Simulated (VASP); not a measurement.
Write the native input for VASP 6.6.1 that does the following.

```
Task                   : single point
Functional             : PBEsol
Potentials or basis    : VASP PAW PBE potentials, release 64 (Pd)
Cutoff                 : 520 eV
k mesh                 : 12 × 12 × 12
Occupations            : fermi-dirac, width 0.05 eV
Spin                   : no spin polarisation
Ladder                 : free
Further INCAR settings : ALGO = Normal; EDIFF = 1e-07; NBANDS = 11
```

The structure of Pd lies in POSCAR:

```
Pd
1.0
    0.0000000000      1.9465000000      1.9465000000
    1.9465000000      0.0000000000      1.9465000000
    1.9465000000      1.9465000000      0.0000000000
Pd
1
Direct
    0.0000000000      0.0000000000      0.0000000000
```

The input as run:

INCAR

```
SYSTEM = Pd
PREC = Accurate
ENCUT = 520
EDIFF = 1E-7
ISMEAR = -1
SIGMA = 0.05
LREAL = .False.
LASPH = .True.
NELM = 60
ALGO = Normal
ISIF = 2
LWAVE = .False.
LCHARG = .False.
GGA = PS
NBANDS = 11
```

KPOINTS

```
Automatic mesh
0
Gamma
  12 12 12
  0 0 0
```

Potentials or basis: VASP PAW PBE potentials, release 64 (Pd).

The run is started by

```bash
$ cat potpaw_PBE.64/Pd/POTCAR > POTCAR
$ mpirun -np 1 vasp_std > vasp.out
```

Results of the run:

```yaml
Pressure: -3.2 GPa
Band_gap_on_the_k_mesh: none (metal or under the smearing width)
```

Caveat: the PAW data sets were made with another functional, which shifts forces and pressure a little.

It took 9.2 s on 1 thread of Intel(R) Xeon(R) Platinum 8259CL CPU @ 2.50GHz (Skylake/Cascade Lake), with other jobs on the host, peak memory 0.13 GiB.
